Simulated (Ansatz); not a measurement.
**The polar optical mode of SrO at -2.5 GPa, worked through**

Theory: DFT PBE, scalar-relativistic, plane waves, PAW in Ansatz 0.2.0. Plane waves to 420 eV; Γ-centred k mesh 8×8×8; fixed occupations. No spin polarisation. Phonons by linear response, acoustic sum rule imposed.

The cell is fixed (symmetry leaves no force on the atoms) and stands under -2.5 GPa:
```cif
data_structure
_symmetry_space_group_name_H-M 'P 1'
_symmetry_Int_Tables_number 1
_cell_length_a 4.0294
_cell_length_b 4.0294
_cell_length_c 4.0294
_cell_angle_alpha 60.000
_cell_angle_beta 60.000
_cell_angle_gamma 60.000
_cell_volume 46.26
loop_
_atom_site_label
_atom_site_type_symbol
_atom_site_fract_x
_atom_site_fract_y
_atom_site_fract_z
_atom_site_occupancy
Sr1 Sr 0.00000 0.00000 0.00000 1
O1 O 0.25000 0.25000 0.25000 1
```

The cell is the ideal cubic zincblende prototype; this isn't the usual structure of the compound.

Linear response gives ν_TO = 282.7 cm⁻¹, Born charges ±2.107 e (positive on Sr) and ε∞ = 3.327. The primitive cell holds 46.259 Å³, and the masses are 87.620 and 15.999 amu.

Task: Find ν_LO and the static dielectric constant.

Result: The long-wave field adds a restoring force: ω_LO² − ω_TO² = Z*²e²/(ε_vac ε∞ μV). In these units ν_LO² − ν_TO² = 4.92064×10⁷ Z*²/(μ V ε∞) cm⁻², with μ = m₁m₂/(m₁ + m₂) = 13.529 amu: 104943 cm⁻². So ν_LO = √(282.7² + 104943) = 430.0 cm⁻¹, and the run gives 430.0. Lyddane–Sachs–Teller then gives ε0 = ε∞ (ν_LO/ν_TO)² = 7.69, against 7.69 in the run (it forms both from the same three quantities, so the match checks the arithmetic only). Between ν_TO and ν_LO the dielectric function is negative and an undamped crystal reflects fully: a reststrahlen band from 23.3 to 35.4 μm.

Task: What do the Clausius–Mossotti polarisability and the Szigeti charge come to?

Result: With the Lorentz local field, α = (3V/4π)(ε∞ − 1)/(ε∞ + 2) = 4.82 Å³ for the pair, and e_S = 3Z*/(ε∞ + 2) = 1.19 e. The Born charge includes the electrons' response to the dipole's own local field, and e_S takes that enhancement out. The Lorentz field assumes point-like polarisable ions, a fair picture at this small ε∞.

Task: How strongly does a slow electron couple to the LO mode?

Result: For one isotropic parabolic band, Fröhlich's constant is α_F = (1/ε∞ − 1/ε0) √(m* Ry/ħω_LO), with Ry = 13.606 eV, ħω_LO = 53.3 meV and m* in free-electron masses: α_F = 0.1706 × 15.98 × √m* = 2.73 √m*. The band mass isn't part of this run; for m* = 0.1, 0.3 and 1 it gives 0.86, 1.49, 2.73. In weak coupling the polaron lies α_F ħω_LO below the band edge (80 meV at m* = 0.3) with a mass m*(1 + α_F/6); past α_F of about 5 or 6 that expansion fails. A semilocal functional's ε∞ tends to be too large, which taken alone lowers α_F.

Cost: 1 run of about 0.2 core-minutes, on Intel Xeon 6975P-C (Granite Rapids) (shared hosts).